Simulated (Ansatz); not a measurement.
**HfO2: Electric field gradients**

The cell is an entry of the Crystallography Open Database (COD), taken as it stands.

```yaml
crystal:
  lattice:
    - [5.11800, 0.00000, 0.00000]
    - [0.00000, 5.18570, 0.00000]
    - [-0.85866, 0.00000, 5.21387]
  atoms:
    - { symbol: Hf, position: [0.27550, 0.03970, 0.20800] }
    - { symbol: Hf, position: [0.72450, 0.53970, 0.29200] }
    - { symbol: Hf, position: [0.72450, 0.96030, 0.79200] }
    - { symbol: Hf, position: [0.27550, 0.46030, 0.70800] }
    - { symbol: O, position: [0.44870, 0.75810, 0.48010] }
    - { symbol: O, position: [0.55130, 0.25810, 0.01990] }
    - { symbol: O, position: [0.55130, 0.24190, 0.51990] }
    - { symbol: O, position: [0.44870, 0.74190, 0.98010] }
    - { symbol: O, position: [0.07420, 0.33160, 0.34670] }
    - { symbol: O, position: [0.92580, 0.83160, 0.15330] }
    - { symbol: O, position: [0.92580, 0.66840, 0.65330] }
    - { symbol: O, position: [0.07420, 0.16840, 0.84670] }
```

Atom numbers follow the list; atoms alike are taken as one site, whose name carries the number of the first.

Computed with Ansatz: DFT, PBE, plane waves and PAW (field gradients read without the response of the frozen cores, which leaves them typically 4 to 6 % off), scalar-relativistic, 420 eV cutoff, Γ-centred 5×5×5 k-points, Fermi–Dirac smearing 0.02 eV.

V_zz is the principal component of the electric field gradient with the largest magnitude, η = (V_xx − V_yy)/V_zz and C_Q = eQV_zz/h. Directions are in the Cartesian axes of the cell vectors above, for the atom listed; none is given where the gradient is under 0.02 or η is above 0.95.

Task: Which values are expected at the nuclei?

Result: 

```
site  first atom          first shell  V_zz (10²¹ V/m²)     η  direction of V_zz (x, y, z)
  Hf           1   7 O at 2.03–2.25 Å             11.42  0.56             -0.57 -0.03 0.82
  O5           5  4 Hf at 2.14–2.25 Å              1.04  0.81              0.75 0.43 -0.51
  O9           9  3 Hf at 2.03–2.12 Å              1.31  0.75              -0.53 0.75 0.40
```

At this cell the PBE pressure is 6 GPa, so with PBE the cell would grow if it were relaxed. The largest force is 0.5 eV/Å, so the atoms aren't at the calculated equilibrium and relaxing them would move these values. Without spin–orbit coupling the gradients at and beside Hf can be off by some per cent, at some sites by more.

Hardware: 1 thread of Intel Xeon 6975P-C (Granite Rapids) (x86_64; 8 cores open to the job, memory cap 3.0 GiB, no GPU), a shared host with a load of 0.5 a core. Wall time 23 s, CPU time 23 s, peak memory 0.66 GiB.
